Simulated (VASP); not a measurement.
# KCl (Sylvite) (Fm-3m) in VASP: notebook, part 2 of 2

VASP 6.6.1.

## 3. Single point, r2SCAN

This run uses another cell than the first one, of 31.15 Å³/atom, 0.943 times its volume.

File POSCAR:

```
KCl
1.0
    0.0000000000      3.1464700000      3.1464700000
    3.1464700000      0.0000000000      3.1464700000
    3.1464700000      3.1464700000      0.0000000000
K Cl
1 1
Direct
    0.0000000000      0.0000000000      0.0000000000
    0.5000000000      0.5000000000      0.5000000000
```

File INCAR.step1:

```
ALGO = Normal
EDIFF = 1E-4
ENCUT = 520
GGA = PE
ISMEAR = -1
LASPH = True
LCHARG = False
LREAL = False
LWAVE = True
NBANDS = 15
NELM = 60
PREC = Accurate
SIGMA = 0.05
```

File INCAR.step2:

```
ALGO = Normal
EDIFF = 1E-7
ENCUT = 520
ISIF = 2
ISMEAR = -1
ISTART = 1
LASPH = True
LCHARG = False
LMIXTAU = True
LREAL = False
LWAVE = False
METAGGA = R2SCAN
NBANDS = 15
NELM = 60
PREC = Accurate
SIGMA = 0.05
```

File KPOINTS:

```
k-points
0
Gamma
  7 7 7
```

Potentials or basis: VASP PAW PBE potentials, release 64 (K_sv, Cl).

On the command line:

```bash
$ cat potpaw_PBE.64/K_sv/POTCAR potpaw_PBE.64/Cl/POTCAR > POTCAR
$ cp INCAR.step1 INCAR
$ mpirun -np 1 vasp_std > vasp.out
$ cp INCAR.step2 INCAR
$ mpirun -np 1 vasp_std > vasp.out
```

Wall time 47 s (1 thread of Intel Xeon 6975P-C (Granite Rapids), shared host); peak memory 0.21 GiB.

It converged, with:

```yaml
Free_energy: -16.5065 eV
Pressure: 0.0 GPa
Band_gap_on_the_k_mesh: 5.83 eV, direct
```

Levels at points of the mesh, in eV from the valence-band top:
```tsv
k point	band 4	band 5	band 6	band 7	band 8	band 9	band 10	band 11	band 12	band 13
(0.00, 0.00, 0.00)	-10.96	-10.96	0.00	0.00	0.00	5.83	9.03	9.03	9.03	10.08
```

Caveat: the PAW data sets were made with another functional, which shifts forces and pressure a little.

## 4. Single point, r2SCAN

This run uses another cell than the first one, of 31.77 Å³/atom, 0.962 times its volume.

File POSCAR:

```
KCl
1.0
    0.0000000000      3.1673081569      3.1673081569
    3.1673081569      0.0000000000      3.1673081569
    3.1673081569      3.1673081569      0.0000000000
K Cl
1 1
Direct
    0.0000000000      0.0000000000      0.0000000000
    0.5000000000      0.5000000000      0.5000000000
```

File INCAR.step1:

```
SYSTEM = KCl
PREC     = Accurate       ! precision mode
ENCUT    = 520            ! plane-wave cutoff, eV
ISMEAR   = -1             ! smearing method
SIGMA    = 0.05           ! smearing width, eV
LREAL    = .False.        ! projectors in reciprocal space
LASPH    = .True.         ! aspherical terms in the spheres
NELM     = 100            ! most SCF steps
NBANDS   = 15             ! bands
GGA      = PE             ! functional
ALGO     = Normal         ! electronic algorithm
EDIFF    = 1E-4           ! SCF threshold, eV
LWAVE    = .True.         ! write WAVECAR
LCHARG   = .False.        ! write CHGCAR
```

File INCAR.step2:

```
SYSTEM = KCl
PREC     = Accurate       ! precision mode
ENCUT    = 520            ! plane-wave cutoff, eV
EDIFF    = 1E-6           ! SCF threshold, eV
ISMEAR   = -1             ! smearing method
SIGMA    = 0.05           ! smearing width, eV
LREAL    = .False.        ! projectors in reciprocal space
LASPH    = .True.         ! aspherical terms in the spheres
NELM     = 100            ! most SCF steps
ALGO     = Normal         ! electronic algorithm
ISIF     = 2              ! what is computed and relaxed
LWAVE    = .False.        ! write WAVECAR
LCHARG   = .True.         ! write CHGCAR
METAGGA  = R2SCAN         ! meta-GGA
LMIXTAU  = .True.       
LELF     = .True.         ! ELF
LVHAR    = .True.       
NBANDS   = 15             ! bands
ISTART   = 1
```

File KPOINTS:

```
Automatic mesh
0
Gamma
  7 7 7
  0 0 0
```

On the command line:

```bash
$ cat potpaw_PBE.64/K_sv/POTCAR potpaw_PBE.64/Cl/POTCAR > POTCAR
$ cp INCAR.step1 INCAR
$ mpirun -np 1 vasp_std > vasp.out
$ cp INCAR.step2 INCAR
$ mpirun -np 1 vasp_std > vasp.out
```

It took 41 s on 1 thread of Intel Xeon 6975P-C (Granite Rapids), shared host; peak memory 0.21 GiB.

The run converged. Its results:

```yaml
Free_energy: -16.5054 eV
Pressure: -0.4 GPa
Band_gap_on_the_k_mesh: 5.76 eV, direct
```

Levels at points of the mesh, in eV from the valence-band top:
| k point | band 6 | band 7 | band 8 | band 9 | band 10 | band 11 |
| --- | --- | --- | --- | --- | --- | --- |
| (0.00, 0.00, 0.00) | 0.00 | 0.00 | 0.00 | 5.76 | 9.02 | 9.02 |

Caveat: the PAW data sets were made with another functional, which shifts forces and pressure a little.

## 5. Single point, r2SCAN

This run uses another cell than the first one, of 32.40 Å³/atom, 0.981 times its volume.

File POSCAR:

```
KCl
1.0
    0.0000000000      3.1878756693      3.1878756693
    3.1878756693      0.0000000000      3.1878756693
    3.1878756693      3.1878756693      0.0000000000
K Cl
1 1
Direct
    0.0000000000      0.0000000000      0.0000000000
    0.5000000000      0.5000000000      0.5000000000
```

File INCAR.step1:

```
PREC = Accurate ; ENCUT = 520
ISMEAR = -1 ; SIGMA = 0.05
LREAL = F ; LASPH = T
NELM = 80 ; NBANDS = 15
GGA = PE ; ALGO = Normal
EDIFF = 1E-4 ; LWAVE = T
LCHARG = F
```

File INCAR.step2:

```
PREC = Accurate ; ENCUT = 520
EDIFF = 1E-7 ; ISMEAR = -1
SIGMA = 0.05 ; LREAL = F
LASPH = T ; NELM = 80
ALGO = Normal ; ISIF = 2
LWAVE = F ; LCHARG = F
METAGGA = R2SCAN ; LMIXTAU = T
NBANDS = 15 ; ISTART = 1
```

File KPOINTS:

```
regular mesh
0
Gamma
  7 7 7
```

Potentials or basis: VASP PAW PBE potentials, release 64 (K_sv, Cl).

On the command line:

```bash
$ cat potpaw_PBE.64/K_sv/POTCAR potpaw_PBE.64/Cl/POTCAR > POTCAR
$ cp INCAR.step1 INCAR
$ mpirun -np 1 vasp_std > vasp.out
$ cp INCAR.step2 INCAR
$ mpirun -np 1 vasp_std > vasp.out
```

OUTCAR:

```text
PREC = Accurate
   ENCUT = 520
   EDIFF = 1E-7
   ISMEAR = -1
   LREAL = F
   LASPH = T
   NELM = 80
   ISIF = 2
   METAGGA = R2SCAN
   ISTART = 1

 ion  position               nearest neighbor table
   1  0.000  0.000  0.000-   2 3.19   2 3.19   2 3.19   2 3.19   2 3.19   2 3.19
   2  0.500  0.500  0.500-   1 3.19   1 3.19   1 3.19   1 3.19   1 3.19   1 3.19

  LATTYP: Found a face centered cubic cell.
 ALAT       =     6.3757513386

  Lattice vectors:

 A1 = (   0.0000000000,   3.1878756693,   3.1878756693)
 A2 = (   3.1878756693,   0.0000000000,   3.1878756693)
 A3 = (   3.1878756693,   3.1878756693,   0.0000000000)

Analysis of symmetry for initial positions (statically):
=====================================================================
 Subroutine PRICEL returns:
 Original cell was already a primitive cell.

 Routine SETGRP: Setting up the symmetry group for a
 face centered cubic supercell.

 Subroutine GETGRP returns: Found 48 space group operations
 (whereof 48 operations were pure point group operations)
 out of a pool of 48 trial point group operations.

The static configuration has the point symmetry O_h .

Analysis of symmetry for dynamics (positions and initial velocities):
[... 170 lines left out ...]
      8      -2.4140      2.00000
      9       3.2799      0.00000
     10       6.6007      0.00000
     11       6.6007      0.00000
     12       6.6007      0.00000
     13       7.6209      0.00000
     14       7.6209      0.00000
[... 329 lines left out ...]
      2     -15.0392      2.00000
      3     -13.5585      2.00000
      4     -13.5287      2.00000
      5     -13.3976      2.00000
      6      -2.9564      2.00000
      7      -2.9028      2.00000
      8      -2.7544      2.00000
      9       5.8086      0.00000
     10       6.4949      0.00000
     11       7.8349      0.00000
     12       8.2028      0.00000
     13       9.6253      0.00000
     14       9.8112      0.00000
     15      10.6056      0.00000

------------------------ aborting loop because EDIFF is reached ----------------------------------------

  FORCE on cell =-STRESS in cart. coord.  units (eV):
  Direction    XX          YY          ZZ          XY          YZ          ZX
  --------------------------------------------------------------------------------------
  -------------------------------------------------------------------------------------
  Total       -0.2883402     -0.2883402     -0.2883402      0.0000000      0.0000000      0.0000000
  in kB       -7.1298706     -7.1298706     -7.1298706      0.0000000      0.0000000      0.0000000
  external PRESSURE =      -7.1298706 kB  Pullay stress =       0.0000000 kB

 VOLUME and BASIS-vectors are now :
 -----------------------------------------------------------------------------
  energy-cutoff  :      520.00
  volume of cell :       64.79
      direct lattice vectors                 reciprocal lattice vectors
     0.000000000  3.187875669  3.187875669    -0.156844260  0.156844260  0.156844260
     3.187875669  0.000000000  3.187875669     0.156844260 -0.156844260  0.156844260
     3.187875669  3.187875669  0.000000000     0.156844260  0.156844260 -0.156844260

 POSITION                                       TOTAL-FORCE (eV/Angst)
 -----------------------------------------------------------------------------------
      0.00000      0.00000      0.00000         0.000000      0.000000     -0.000000
      3.18788      3.18788      3.18788        -0.000000     -0.000000      0.000000
 -----------------------------------------------------------------------------------
    total drift:                                0.000000      0.000000      0.000000

  FREE ENERGIE OF THE ION-ELECTRON SYSTEM (eV)
  ---------------------------------------------------
  free  energy   TOTEN  =       -16.5015291567 eV

  energy  without entropy=      -16.5015291567  energy(sigma->0) =      -16.50152916
```

It took 52 s on 1 thread of Intel Xeon 6975P-C (Granite Rapids), shared host; peak memory 0.21 GiB.

What came out:

```yaml
Free_energy: -16.5015 eV
Pressure: -0.7 GPa
Band_gap_on_the_k_mesh: 5.69 eV, direct
```

Caveat: the PAW data sets were made with another functional, which shifts forces and pressure a little.

## 6. Overview

```csv
level,potentials or basis,cell,k mesh,gap on the mesh (eV),pressure (GPa)
LDA,"VASP PAW LDA potentials, release 64 (K_sv, Cl)","a = 4.537 Å, angles 60.0°, 2 atoms",6 × 6 × 6,4.56,-2.6
r2SCAN,"VASP PAW PBE potentials, release 64 (K_sv, Cl)","a = 4.450 Å, angles 60.0°, 2 atoms",7 × 7 × 7,5.83,0.0
r2SCAN,"VASP PAW PBE potentials, release 64 (K_sv, Cl)","a = 4.479 Å, angles 60.0°, 2 atoms",7 × 7 × 7,5.76,-0.4
r2SCAN,"VASP PAW PBE potentials, release 64 (K_sv, Cl)","a = 4.508 Å, angles 60.0°, 2 atoms",7 × 7 × 7,5.69,-0.7
```

Alike in all rows: task single point; no spin polarisation; cutoff (eV) 520; smearing fermi-dirac 0.05 eV.

Caveats: the PAW data sets were made with another functional, which shifts forces and pressure a little (some runs).

Total energies depend on the potentials used, so only differences within one code and one set of settings carry meaning.

## 7. How close it comes

Step 2. A measured gap of KCl is 8.68 eV (a printed reference work, monograph); the calculated 4.56 eV misses it by -4.12 eV. The value is that of LDA, without temperature or zero-point motion. Semilocal functionals fall short of measured gaps as a rule.

Step 3. Measured gap of KCl: 8.68 eV (a printed reference work, monograph). This calculation gives 5.83 eV (-2.85 eV). The value is that of r2SCAN on a finite k mesh, which can miss the band edges, without temperature or zero-point motion.

Step 4. A measured gap of KCl is 8.68 eV (a printed reference work, monograph); the calculated 5.76 eV misses it by -2.92 eV. The value is that of r2SCAN on a finite k mesh, which can miss the band edges, without temperature or zero-point motion.

Step 5. Measured gap of KCl: 8.68 eV (a printed reference work, monograph). This calculation gives 5.69 eV (-2.99 eV). The value is that of r2SCAN on a finite k mesh, which can miss the band edges, without temperature or zero-point motion.
